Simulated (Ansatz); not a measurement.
# In2O3: the cost of one run

Computed with Ansatz 0.2.0 (DFT, PBE, plane-wave PAW, default files, scalar-relativistic, unless a step's input says otherwise).

## (1) The starting structure

The structure is trigonal, space group R-3c (No. 167). The conventional cell has a = 5.487 Å, b = 5.487 Å, c = 14.510 Å, α = 90.00°, β = 90.00°, γ = 120.00°. In (site symmetry 3) has 6 O at 2.12 to 2.26 Å as nearest neighbours. O (site symmetry 2) is surrounded by 4 In at 2.12 to 2.26 Å.

As a file:

```xyz
10
Lattice="2.7435 1.5840 4.8367 -2.7435 1.5840 4.8367 0.0000 -3.1679 4.8367" Properties=species:S:1:pos:R:3 pbc="T T T"
In    0.0000    0.0000    5.1846
In    0.0000    0.0000    2.0704
In    0.0000    0.0000    9.3254
In    0.0000    0.0000   12.4396
O    -1.1084    1.5840    8.4642
O    -0.8176   -1.7519    8.4642
O     1.9259    0.1679    8.4642
O     1.1084   -1.5840    6.0458
O     0.8176    1.7519    6.0458
O    -1.9259   -0.1679    6.0458
```

## (2) Gradients at the starting positions

The input, input.yaml:

```yaml
crystal:
  lattice:
    - [2.7435, 1.5839604635, 4.8366666667]
    - [-2.7435, 1.5839604635, 4.8366666667]
    - [0.0, -3.167920927, 4.8366666667]
  atoms:
    - { symbol: In, position: [0.35731, 0.35731, 0.35731] }
    - { symbol: In, position: [0.14269, 0.14269, 0.14269] }
    - { symbol: In, position: [0.64269, 0.64269, 0.64269] }
    - { symbol: In, position: [0.85731, 0.85731, 0.85731] }
    - { symbol: O, position: [0.548, 0.952, 0.25] }
    - { symbol: O, position: [0.25, 0.548, 0.952] }
    - { symbol: O, position: [0.952, 0.25, 0.548] }
    - { symbol: O, position: [0.452, 0.048, 0.75] }
    - { symbol: O, position: [0.75, 0.452, 0.048] }
    - { symbol: O, position: [0.048, 0.75, 0.452] }
kpoints:
  mp_grid: { grid: [7, 7, 7] }
scf:
  occupations: { method: fermi_dirac, width: 0.02 }
hamiltonian:
  xc: pbe
  pseudopotentials: { kind: paw }
output:
  forces: true
  stress: true
  populations: true
  efg:
    quadrupole_moments_barn: { In: 0.772, O: -0.02558 }
    contact_densities: true
  write_density: true
  write_potential: true
  elf: true
  volumetric_format: npy
```

Command:

```sh
$ ansatz run input.yaml --threads 4 --pin off --max-ram 8192MiB --backend cpu --events-out ev --progress --plain --runs-dir out
```

Q: Estimate wall time and peak memory on 4 threads of Arm Neoverse V2, shared host.

About 6.5 s, with a peak of 0.67 GiB.
